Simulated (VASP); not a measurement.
Crystal: CoO.

```
Co O
1.0
     0.00000    2.13150    2.13150
     2.13150    0.00000    2.13150
     2.13150    2.13150    0.00000
Co O
1 1
Direct
  0.00000 0.00000 0.00000
  0.50000 0.50000 0.50000
```

| Item | Value |
| --- | --- |
| Program | VASP 6.6.1 |
| Task | single point |
| Functional | PBE |
| Potentials or basis | VASP PAW PBE potentials, release 64 (Co, O) |
| Cutoff | 520 eV |
| k mesh | 11 × 11 × 11 |
| Occupations | fermi-dirac, width 0.05 eV |
| Spin | collinear spin, ferromagnetic start |
| Starting moments | [2.0, 0.0] μB |

On this cell: pressure -2.4 GPa; largest force zero by symmetry; net moment 2.90 μB per cell; site moments Co +2.55; O +0.29 μB; band gap on the k mesh none (metal or under the smearing width).

The same run follows on a disturbed copy (atoms moved at random, drawn with an rms of 0.05 Å):

```xyz
2
Lattice="0.0000 2.1315 2.1315 2.1315 0.0000 2.1315 2.1315 2.1315 0.0000" Properties=species:S:1:pos:R:3 pbc="T T T"
Co    0.0498    0.0164    0.0019
O     2.1581    2.1154    2.1619
```

Q: What does the disturbed cell give?

A: The energy (extrapolated to zero smearing) moves by +0.7 meV/atom; pressure -2.2 GPa; largest force 0.056 eV/Å; net moment 2.90 μB per cell; site moments Co +2.56; O +0.30 μB; band gap on the k mesh none (metal or under the smearing width).

Forces on the atoms (eV/Å):
```
Co  -0.026 -0.038  0.032
O    0.026  0.038 -0.032
```

Stress tensor (GPa, compression positive):
```
-2.29 -0.07  0.06
-0.07 -2.12  0.09
 0.06  0.09 -2.20
```

Caveats: a cell with one magnetic atom can't hold antiferromagnetic order, which such compounds often take; semilocal functionals often make such compounds metallic where correlation or magnetic order opens a gap, which also shifts bond lengths.
